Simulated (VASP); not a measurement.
# CdTe (F-43m) in VASP: notebook

The runs below take CdTe through single point, with PBE.

All numbers are computed with VASP 6.6.1; they aren't measurements. Logs are shortened: lines on timing, memory, paths and dates and some standing lists are left out, and cuts for length are marked.

## Step 1: The structure

The structure is cubic, space group F-43m (No. 216). The conventional cell has a = 6.410 Å, b = 6.410 Å, c = 6.410 Å, α = 90.00°, β = 90.00°, γ = 90.00°. Around Te (site symmetry -43m) lie 4 Cd at 2.78 Å. Cd (site symmetry -43m) is surrounded by 4 Te at 2.78 Å.

## Step 2: Single point, PBE, spin-orbit coupling, no magnetisation

The input, INCAR:

```
SYSTEM = CdTe
ALGO = Normal
EDIFF = 1E-7
ENCUT = 650
GGA = PE
GGA_COMPAT = .False.
ISIF = 2
ISMEAR = 0
LASPH = .True.
LCHARG = .False.
LORBIT = 11
LREAL = .False.
LSORBIT = .True.
LWAVE = .False.
MAGMOM = 0 0 0 0 0 0
NBANDS = 34
NELM = 100
PREC = Accurate
SIGMA = 0.02
```

The input, KPOINTS:

```
k-points
0
Gamma
  3 3 3
  0 0 0
```

The input, POSCAR:

```
CdTe
1.0
    0.0000000000      3.2050000000      3.2050000000
    3.2050000000      0.0000000000      3.2050000000
    3.2050000000      3.2050000000      0.0000000000
Te Cd
1 1
Direct
    0.7500000000      0.7500000000      0.7500000000
    0.0000000000      0.0000000000      0.0000000000
```

Potentials or basis: VASP PAW PBE potentials, release 64 (Te, Cd).

The run is started by

```sh
$ cat potpaw_PBE.64/Te/POTCAR potpaw_PBE.64/Cd/POTCAR > POTCAR
$ mpirun -np 1 vasp_ncl > vasp.out
```

OUTCAR:

```text
SYSTEM = CdTe
   EDIFF = 1E-7
   ENCUT = 650
   GGA = PE
   ISIF = 2
   ISMEAR = 0
   LASPH = .True.
   LORBIT = 11
   LREAL = .False.
   LSORBIT = .True.
   NELM = 100
   PREC = Accurate

 Found      5 irreducible k-points:

 Following reciprocal coordinates:
            Coordinates               Weight
  0.000000  0.000000  0.000000      1.000000
  0.333333  0.000000  0.000000      4.000000
 -0.333333  0.000000  0.000000      4.000000
  0.333333  0.333333  0.000000      6.000000
 -0.333333  0.333333  0.000000     12.000000
   k-points           NKPTS =      5   k-points in BZ     NKDIM =      5   number of bands    NBANDS=     34
   number of dos      NEDOS =    301   number of ions     NIONS =      2
   total plane-waves  NPLWV =  64000
   dimension x,y,z NGX =    40 NGY =   40 NGZ =   40
   dimension x,y,z NGXF=    80 NGYF=   80 NGZF=   80
   ions per type =               1   1
   NGX,Y,Z   is equivalent  to a cutoff of  14.67, 14.67, 14.67 a.u.
   NGXF,Y,Z  is equivalent  to a cutoff of  29.34, 29.34, 29.34 a.u.
 SYSTEM =  CdTe
   PREC   = accura    normal or accurate (medium, high low for compatibility)
   ISTART =      0    job   : 0-new  1-cont  2-samecut
   ICHARG =      2    charge: 1-file 2-atom 10-const
   ISPIN  =      1    spin polarized calculation?
   LNONCOLLINEAR =      T non collinear calculations
   LSORBIT =      T    spin-orbit coupling
   LASPH  =      T    aspherical Exc in radial PAW
   ENCUT  =  650.0 eV  47.77 Ry    6.91 a.u.   9.42  9.42  9.42*2*pi/ulx,y,z
   NELM   =    100;   NELMIN=  2; NELMDL= -5     # of ELM steps
   EDIFF  = 0.1E-06   stopping-criterion for ELM
   LREAL  =      F    real-space projection
   EDIFFG = 0.1E-05   stopping-criterion for IOM
   NSW    =      0    number of steps for IOM
   IBRION =     -1    ionic relax: 0-MD 1-quasi-New 2-CG
   NFREE  =      0    steps in history (QN), initial steepest desc. (CG)
   ISIF   =      2    stress and relaxation
   ISYM   =      2    0-nonsym 1-usesym 2-fastsym
   POTIM  = 0.5000    time-step for ionic-motion
   TEBEG  =    0.0;   TEEND  =   0.0 temperature during run
   PSTRESS=    0.0 pullay stress
   NELECT =      18.0000    total number of electrons
   NUPDOWN=      -1.0000    fix difference up-down
   EMIN   =  10.00;   EMAX   =-10.00  energy-range for DOS
   EFERMI =   0.00;   METHOD = LEGACY
   ISMEAR =     0;   SIGMA  =   0.02  broadening in eV -4-tet -1-fermi 0-gaus
   EFERMI_NEDOS =   21; number of points for ismear=-14 and -15
   IALGO  =     38    algorithm
   IMIX   =      4    mixing-type and parameters
     AMIX     =   0.40;   BMIX     =  1.00
     AMIX_MAG =   1.60;   BMIX_MAG =  1.00
  volume/ion in A,a.u.               =      32.92       222.17
  Fermi-wavevector in a.u.,A,eV,Ry     =   1.062497  2.007828 15.359610  1.128899
[... 213 lines left out ...]
 VOLUME and BASIS-vectors are now :
 -----------------------------------------------------------------------------
  energy-cutoff  :      650.00
  volume of cell :       65.84
      direct lattice vectors                 reciprocal lattice vectors
     0.000000000  3.205000000  3.205000000    -0.156006240  0.156006240  0.156006240
     3.205000000  0.000000000  3.205000000     0.156006240 -0.156006240  0.156006240
     3.205000000  3.205000000  0.000000000     0.156006240  0.156006240 -0.156006240

 POSITION                                       TOTAL-FORCE (eV/Angst)
 -----------------------------------------------------------------------------------
      4.80750      4.80750      4.80750        -0.000000     -0.000000     -0.000000
      0.00000      0.00000      0.00000         0.000000      0.000000      0.000000
 -----------------------------------------------------------------------------------
    total drift:                               -0.000000     -0.000000     -0.000000

  FREE ENERGIE OF THE ION-ELECTRON SYSTEM (eV)
  ---------------------------------------------------
  free  energy   TOTEN  =        -4.5869524168 eV

  energy  without entropy=       -4.5869524168  energy(sigma->0) =       -4.58695242

 Spin-Orbit-Coupling matrix elements

 Ion:    1  E_soc:     -0.1880764
 l=   1
     0.0000000    -0.0312716    -0.0312716
    -0.0312716     0.0000000    -0.0312716
    -0.0312716    -0.0312716     0.0000000
 l=   2
     0.0000000    -0.0000339     0.0000000    -0.0000339    -0.0000405
    -0.0000339     0.0000000    -0.0000304    -0.0000339    -0.0000101
     0.0000000    -0.0000304     0.0000000    -0.0000304     0.0000000
    -0.0000339    -0.0000339    -0.0000304     0.0000000    -0.0000101
    -0.0000405    -0.0000101     0.0000000    -0.0000101     0.0000000
 l=   3
     0.0000000     0.0000000     0.0000000     0.0000000     0.0000000     0.0000000     0.0000000
     0.0000000     0.0000000     0.0000000     0.0000000     0.0000000     0.0000000     0.0000000
     0.0000000     0.0000000     0.0000000     0.0000000     0.0000000     0.0000000     0.0000000
     0.0000000     0.0000000     0.0000000     0.0000000     0.0000000     0.0000000     0.0000000
     0.0000000     0.0000000     0.0000000     0.0000000     0.0000000     0.0000000     0.0000000
     0.0000000     0.0000000     0.0000000     0.0000000     0.0000000     0.0000000     0.0000000
     0.0000000     0.0000000     0.0000000     0.0000000     0.0000000     0.0000000     0.0000000

 Ion:    2  E_soc:     -0.0609400
 l=   1
     0.0000000    -0.0031230    -0.0031230
    -0.0031230     0.0000000    -0.0031230
    -0.0031230    -0.0031230     0.0000000
 l=   2
     0.0000000    -0.0014422     0.0000000    -0.0014422    -0.0055914
    -0.0014422     0.0000000    -0.0041935    -0.0014422    -0.0013978
     0.0000000    -0.0041935     0.0000000    -0.0041935     0.0000000
    -0.0014422    -0.0014422    -0.0041935     0.0000000    -0.0013978
    -0.0055914    -0.0013978     0.0000000    -0.0013978     0.0000000
 l=   3
     0.0000000     0.0000000     0.0000000     0.0000000     0.0000000     0.0000000     0.0000000
     0.0000000     0.0000000     0.0000000     0.0000000     0.0000000     0.0000000     0.0000000
     0.0000000     0.0000000     0.0000000     0.0000000     0.0000000     0.0000000     0.0000000
     0.0000000     0.0000000     0.0000000     0.0000000     0.0000000     0.0000000     0.0000000
     0.0000000     0.0000000     0.0000000     0.0000000     0.0000000     0.0000000     0.0000000
     0.0000000     0.0000000     0.0000000     0.0000000     0.0000000     0.0000000     0.0000000
     0.0000000     0.0000000     0.0000000     0.0000000     0.0000000     0.0000000     0.0000000

 total charge

# of ion       s       p       d       tot
------------------------------------------
    1        1.331   2.125   0.021   3.477
    2        0.457   0.343   9.538  10.338
--------------------------------------------------
tot          1.787   2.469   9.559  13.816

 magnetization (x)

# of ion       s       p       d       tot
------------------------------------------
    1       -0.000  -0.000  -0.000  -0.000
    2        0.000  -0.000  -0.000  -0.000
--------------------------------------------------
tot         -0.000  -0.000  -0.000  -0.000

 magnetization (y)

# of ion       s       p       d       tot
------------------------------------------
    1       -0.000   0.000   0.000  -0.000
    2        0.000  -0.000   0.000   0.000
--------------------------------------------------
tot          0.000  -0.000   0.000   0.000

 magnetization (z)

# of ion       s       p       d       tot
------------------------------------------
    1        0.000  -0.000  -0.000  -0.000
    2        0.000  -0.000  -0.000  -0.000
--------------------------------------------------
tot          0.000  -0.000  -0.000  -0.000
```

OSZICAR:

```text
N       E                     dE             d eps       ncg     rms          rms(c)
DAV:   1     0.127053859675E+03    0.12705E+03   -0.88922E+03   340   0.110E+03
DAV:   2     0.111617257611E+01   -0.12594E+03   -0.11859E+03   382   0.263E+02
DAV:   3    -0.479486626332E+01   -0.59110E+01   -0.58720E+01   388   0.567E+01
DAV:   4    -0.486422842145E+01   -0.69362E-01   -0.69345E-01   436   0.557E+00
DAV:   5    -0.486515172753E+01   -0.92331E-03   -0.92329E-03   380   0.599E-01    0.658E+00
DAV:   6    -0.460415252037E+01    0.26100E+00   -0.36478E-01   376   0.755E+00    0.513E+00
DAV:   7    -0.458405582091E+01    0.20097E-01   -0.16760E-01   368   0.237E+00    0.254E+00
DAV:   8    -0.458603562303E+01   -0.19798E-02   -0.12312E-02   380   0.976E-01    0.111E+00
DAV:   9    -0.458643556100E+01   -0.39994E-03   -0.61222E-04   400   0.224E-01    0.410E-01
DAV:  10    -0.458686722374E+01   -0.43166E-03   -0.62985E-04   344   0.198E-01    0.726E-02
DAV:  11    -0.458690552024E+01   -0.38297E-04   -0.41342E-05   388   0.609E-02    0.402E-02
DAV:  12    -0.458694822993E+01   -0.42710E-04   -0.45381E-05   348   0.371E-02    0.206E-02
DAV:  13    -0.458695135859E+01   -0.31287E-05   -0.17748E-06   414   0.944E-03    0.943E-03
DAV:  14    -0.458695248369E+01   -0.11251E-05   -0.35812E-07   356   0.332E-03    0.443E-03
DAV:  15    -0.458695241677E+01    0.66929E-07   -0.74122E-07   356   0.441E-03
   1 F= -.45869524E+01 E0= -.45869524E+01  d E =-.194536E-22  mag=     0.0000    -0.0000    -0.0000
```

Run time: 80 s. Hardware: 1 thread of AMD EPYC 7R43 (Zen 3), shared host; peak memory 0.43 GiB.

The run converged, but some of its settings lie outside the range that counts as converged, so its numbers aren't taken as properties of the crystal.

What came out:

```yaml
Free_energy: -4.5870 eV
Pressure: 5.3 GPa
Valence_electrons_inside_the_program's_atomic_spheres: Te 3.48; Cd 10.34
```

Caveat: the k mesh is coarse (spacing up to 0.57 Å⁻¹), so the values aren't converged.

## Step 3: Single point, PBE, spin-orbit coupling, no magnetisation

Changes to INCAR since step 2:

```diff
@@ -3,3 +3,3 @@
 EDIFF = 1E-7
-ENCUT = 650
+ENCUT = 280
 GGA = PE
```

The input, KPOINTS:

```
k-points
0
Gamma
  5 5 5
  0 0 0
```

POSCAR is that of step 2.

Potentials or basis: VASP PAW PBE potentials, release 64 (Te, Cd).

The run is started by

```sh
$ cat potpaw_PBE.64/Te/POTCAR potpaw_PBE.64/Cd/POTCAR > POTCAR
$ mpirun -np 1 vasp_ncl > vasp.out
```

Run time: 66 s. Hardware: 1 thread of AMD EPYC 7R43 (Zen 3), shared host; peak memory 0.21 GiB.

These settings aren't checked as converged: the numbers below hold their error.

Results:

* Free energy: -4.8260 eV
* Valence electrons inside the program's atomic spheres: Te 3.45; Cd 10.32

Caveat: the cutoff is under 1.25 times the usual one of these potentials, so pressure, stress and relaxed cells hold a basis-set (Pulay) error.

## Step 4: The reference run

An earlier run on the cell as given: functional PBEsol; potentials or basis VASP PAW PBE potentials, release 64 (Te, Cd); cutoff 520 eV; k mesh 7 × 7 × 7; occupations fermi-dirac, width 0.05 eV; no spin polarisation.

* Pressure: 1.9 GPa
* Band gap on the k mesh: 0.76 eV, direct
